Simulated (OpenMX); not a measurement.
Runs of OpenMX 3.8.5 on TiAl3. Symmetry: I4/mmm, No. 139, tetragonal system. Conventional cell: a = 3.822 Å, b = 3.822 Å, c = 8.561 Å, α = 90.00°, β = 90.00°, γ = 90.00°. Ti (site symmetry 4/mmm) is surrounded by 12 Al at 2.70 to 2.87 Å. Al (site symmetry -4m2) has 8 Al at 2.70 to 2.87 Å and 4 Ti at 2.87 Å as nearest neighbours. Al (site symmetry 4/mmm) is surrounded by 4 Ti at 2.70 Å and 8 Al at 2.87 Å. The cell comes from a database or a generator and needn't be the stable form of this composition.

```tsv
task	potentials or basis	cell	k mesh	gap on the mesh (eV)	pressure (GPa)	largest force (eV/Å)
band structure	OpenMX 2013 PBE set, Ti7.0-s2p2d1, Al7.0-s2p1d1, grid cutoff 400 Ry	I4/mmm, 15.63 Å³/atom	11 × 11 × 11	-	2.2	0.01
single point	OpenMX 2013 PBE set, Ti7.0-s3p2d2, Al7.0-s2p2d1, grid cutoff 400 Ry	I4/mmm, 15.63 Å³/atom	7 × 7 × 7	none	1.7	0.01
single point	OpenMX 2013 PBE set, Ti7.0-s3p2d2, Al7.0-s2p2d1, grid cutoff 400 Ry	I4/mmm, 16.27 Å³/atom	7 × 7 × 7	none	-2.5	0.01
single point	OpenMX 2013 PBE set, Ti7.0-s3p2d2, Al7.0-s2p2d1, grid cutoff 400 Ry	I4/mmm, 16.91 Å³/atom	7 × 7 × 7	none	(a)	-
single point	OpenMX 2013 PBE set, Ti7.0-s3p2d2, Al7.0-s2p2d1, grid cutoff 400 Ry	I4/mmm, 14.41 Å³/atom	7 × 7 × 7	none	(b)	0.01
```

Alike in all rows: level PBE; no spin polarisation; smearing fermi-dirac 0.05 eV.

Q: Fill in the values left out.

A: (a) -6.0; (b) 12.8.

Caveats: the basis of atomic orbitals isn't converged, which shifts pressures, moduli and gaps; the transition metal has a single d function, too few for pressures, volumes and moments (some runs).

A gap of «none» marks a metal or a gap under the smearing width.
